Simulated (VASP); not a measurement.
A run of VASP 6.6.1 is set up as follows.

The input INCAR:

```
PREC = Accurate ; ENCUT = 520
EDIFF = 1E-6 ; ISMEAR = 0
SIGMA = 0.02 ; LREAL = False
LASPH = True ; NELM = 100
ALGO = Normal ; ISIF = 2
LWAVE = False ; LCHARG = False
GGA = PS ; IBRION = 2
NSW = 80 ; EDIFFG = -0.02
```

Contents of KPOINTS:

```
Automatic mesh
0
Gamma
  1 1 1
```

The input POSCAR:

```
H
1.0
    9.0000000000      0.0000000000      0.0000000000
    0.0000000000      9.5000000000      0.0000000000
    0.0000000000      0.0000000000     10.0000000000
H
2
Direct
    0.5000000000      0.5000000000      0.4625000000
    0.5000000000      0.5000000000      0.5375000000
```

Potentials or basis: VASP PAW PBE potentials, release 64 (H).

Launch:

```bash
$ cat potpaw_PBE.64/H/POTCAR > POTCAR
$ mpirun -np 1 vasp_gam > vasp.out
```

(1) What does it give for the gap between the frontier levels?

(2) What does it give for the energy gained by relaxing?

## Answers

(1) 9.94 eV.

(2) 0.6 meV/atom.
